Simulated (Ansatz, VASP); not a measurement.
In2O3 in VASP and in Ansatz

```xyz
10
Lattice="2.7880 1.6097 4.9165 -2.7880 1.6097 4.9165 0.0000 -3.2193 4.9165" Properties=species:S:1:pos:R:3 pbc="T T T"
In    0.0000    0.0000    5.2700
In    0.0000    0.0000    2.1048
In    0.0000    0.0000    9.4796
In    0.0000    0.0000   12.6448
O    -1.1350    1.6097    8.6039
O    -0.8265   -1.7877    8.6039
O     1.9615    0.1781    8.6039
O     1.1350   -1.6097    6.1457
O     0.8265    1.7877    6.1457
O    -1.9615   -0.1781    6.1457
```

Alike in both runs: task relaxation of cell and atoms; functional PBE; k mesh 6 × 6 × 6; occupations gaussian, width 0.02 eV; no spin polarisation.

```csv
,VASP,Ansatz
version,VASP 6.6.1,Ansatz 0.2.0
potentials or method,"VASP PAW PBE potentials, release 64 (In_d, O)","scalar-relativistic, plane waves, PAW"
plane-wave cutoff (eV),600,420
valence electrons in the cell,88,88
```

|  | VASP | Ansatz | Ansatz less VASP |
| --- | --- | --- | --- |
| gap on the k mesh at the Fermi level, each at its own relaxed structure (eV) | 0.95 | 0.97 | +0.018 |
| relaxed volume (Å³/atom) | 13.26 | 13.24 | -0.020 |
| relaxed cell length with the largest relative difference (Å) | 5.880 | 5.878 | -0.0016 |

Caveats: spin-orbit coupling is left out, which moves the levels of the heavy elements. A k mesh can miss the band edges. Expect the measured gap to be larger: semilocal functionals such as PBE lack the derivative discontinuity.
